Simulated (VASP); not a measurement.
A run of VASP 6.6.1 is set up as follows.

INCAR

```
SYSTEM = GaSb
ALGO = Normal
EDIFF = 1E-7
EDIFFG = -0.01
ENCUT = 600
IBRION = 2
ISIF = 2
ISMEAR = 0
LASPH = .True.
LCHARG = .False.
LREAL = .False.
LWAVE = .False.
NELM = 80
NSW = 40
PREC = Accurate
SIGMA = 0.03
```

The input KPOINTS:

```
k-points
0
Gamma
  10 10 10
  0 0 0
```

File POSCAR:

```
GaSb                                    
1.0
    0.0000000000      3.0276660344      3.0276660344
    3.0276660344      0.0000000000      3.0276660344
    3.0276660344      3.0276660344      0.0000000000
  Ga              Sb            
     1     1
Direct
     0.0000000000000000    0.0000000000000000    0.0000000000000000
     0.2500000000000000    0.2500000000000000    0.2500000000000000
```

Potentials or basis: VASP PAW LDA potentials, release 64 (Ga_d, Sb).

Launch:

```bash
$ cat potpaw_LDA.64/Ga_d/POTCAR potpaw_LDA.64/Sb/POTCAR > POTCAR
$ mpirun -np 1 vasp_std > vasp.out
```

Problem. Predict the band gap on the k mesh.

Solution. 0.10 eV, direct.

Final structure:
```
CELL_PARAMETERS angstrom
0.00000 3.02767 3.02767
3.02767 0.00000 3.02767
3.02767 3.02767 0.00000
ATOMIC_POSITIONS crystal
Ga 0.00000 0.00000 0.00000
Sb 0.25000 0.25000 0.25000
```

Caveat: the relaxation stopped at its first step, so nothing moved; spin-orbit coupling is left out, which moves the levels of the heavy elements.

**The experiment to reproduce.**

From a printed reference work, data compilation, for a bulk crystal of GaSb at 4.2 K: band gap 0.811 eV (direct).

Against the measured gap of GaSb, 0.811 eV (direct; 4.2 K; a printed reference work, data compilation), the calculated 0.10 eV is off by -0.71 eV. Spin-orbit coupling on Ga, Sb is left out. The value is that of LDA on a finite k mesh, which can miss the band edges, without temperature or zero-point motion. Semilocal functionals fall short of measured gaps as a rule.
